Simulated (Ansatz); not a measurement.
Set up this calculation in Ansatz 0.2.0, as the native input.

| Item | Value |
| --- | --- |
| Task | single point |
| Functional | PBE |
| Potentials or basis | Ansatz PAW |
| Cutoff | 420 eV (not typed: the program's choice for these potentials) |
| k mesh | 10 × 10 × 5 |
| Occupations | fermi-dirac, width 0.05 eV |
| Spin | no spin polarisation |

The system is Cd.

```
Cd
1.0
     2.97887    0.00000    0.00000
    -1.48944    2.57978    0.00000
     0.00000    0.00000    5.61765
Cd
2
Direct
  0.65588 0.32948 0.76127
  0.31215 0.68112 0.25800
```

The cell isn't the ideal one: atoms moved at random, drawn with an rms of 0.05 Å.

The input as run:

input.yaml

```yaml
crystal:
  lattice:
    - [2.97887, 0.0, 0.0]
    - [-1.489435, 2.5797770946, 0.0]
    - [0.0, 0.0, 5.61765]
  atoms:
    - { symbol: Cd, position: [0.655878, 0.329479, 0.761267] }
    - { symbol: Cd, position: [0.312148, 0.681119, 0.257997] }
hamiltonian:
  xc: pbe
  pseudopotentials: { kind: paw }
kpoints:
  mp_grid: { grid: [10, 10, 5] }
scf:
  occupations: { method: fermi_dirac, width: 0.05 }
output:
  forces: true
  stress: true
  eigenvalues: true
```

Potentials or basis: Ansatz PAW.

Command:

```sh
$ ansatz run input.yaml --threads 1 --pin off --max-ram 2560MiB --backend cpu --events-out ev --progress --plain --runs-dir out
```

It gave:

```
Pressure               : 2.9 GPa
Largest force          : 0.040 eV/Å
Band gap on the k mesh : none (metal or under the smearing width)
```

It took 11 s on 1 thread of Arm Neoverse V1 (shared host), peak memory 0.43 GiB.
